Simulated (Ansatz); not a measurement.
## Charge transition levels of the O vacancy in HfO$_{2}$, term by term

The calculation used DFT PBEsol, scalar-relativistic, plane waves, PAW (Ansatz). Run with 420 eV cutoff, 2×2×2 k-mesh, Gaussian smearing of 0.01 eV, collinear spin in charge +1 alone.

Host crystal, relaxed:

```
Hf O
1.0
     4.83012    0.00000    0.00000
     0.00000    4.83012    0.00000
     0.00000    0.00000    3.20972
Hf O
2 4
Direct
  0.00000 0.00000 0.00000
  0.50000 0.50000 0.50000
  0.19497 0.80503 0.50000
  0.30503 0.30503 0.00000
  0.69497 0.69497 0.00000
  0.80503 0.19497 0.50000
```

The O vacancy was set at (0.195, 0.805, 0.500) of the host cell, in a supercell of 24 sites (300 Å³), relaxed at fixed cell in each charge q, from a start with the atoms near it displaced at random. The host's Kohn–Sham gap is 3.89 eV and its static dielectric constant 28.6 (mean). For each charge: the supercell's free energy over the neutral one with q electrons exchanged at the valence band top, F(q) − F(0) + qE_v; the image-charge term; and the term that aligns the potential far from the defect with the host's.

Spin-orbit coupling is left out, which matters for the bands and energies of heavy elements.

```json
{"q": "+2", "F(q) − F(0) + qE_v (eV)": "-5.405", "image charge (eV)": "0.434", "alignment (eV)": "-0.832"}
{"q": "+1", "F(q) − F(0) + qE_v (eV)": "-2.794", "image charge (eV)": "0.109", "alignment (eV)": "-0.371"}
{"q": "0", "F(q) − F(0) + qE_v (eV)": "0.000", "image charge (eV)": "0.000", "alignment (eV)": "0.000"}
```

Add the terms and find the levels between neighbouring charges, ε(q/q′) = [A(q′) − A(q)]/(q − q′), with and without the two corrections.

A(q): -5.802 eV for +2, -3.056 eV for +1, 0.000 eV for 0.
| level | corrected (eV over E_v) | uncorrected (eV) |
| --- | --- | --- |
| (+2/+1) | 2.75 | 2.61 |
| (+1/0) | 3.06 | 2.79 |

As a check, a point charge in a simple cubic cell of this volume has q²αe²/(2εL) = 0.107 q² eV (e² = 14.40 eV Å, α = 2.837, L = 6.69 Å); the shape of the real cell and the anisotropy of ε can change it somewhat. The term grows as q², so it pushes donor levels down and acceptor levels up. The program doubts the alignment for q = +2, so levels beside it are uncertain by about that term.

Which of these charges is lowest with the Fermi level at the valence band top, at mid-gap and at the conduction band bottom?

The line A(q) + qE_F that lies lowest gives the charge: +2 at E_F = 0.00 eV, +2 at E_F = 1.95 eV, 0 at E_F = 3.89 eV. Charges beyond those computed could lie lower near the band edges.

The neutral defect forms at 6.94 eV with atoms taken from and returned to the elements. What are the formation energies at those three Fermi levels, and what share of sites would hold the defect at 1200 K with E_F at mid-gap, if the host still stood at that temperature?

E_f = E_f(0) + A(q) + qE_F = 1.14, 5.03, 6.94 eV. In the dilute limit the share is exp(−E_f/k_BT) = exp(−5.031/0.1034) = 7.4×10⁻²², leaving out degeneracy and vibrational entropy. This is the O-rich limit; a poorer supply of O lowers E_f, in a binary host by up to its heat of formation per O atom. The small cell and the narrow Kohn–Sham gap leave errors of tenths of an eV or more, which change the share by orders of magnitude.

This rutile-type form isn't the usual stable structure of the compound.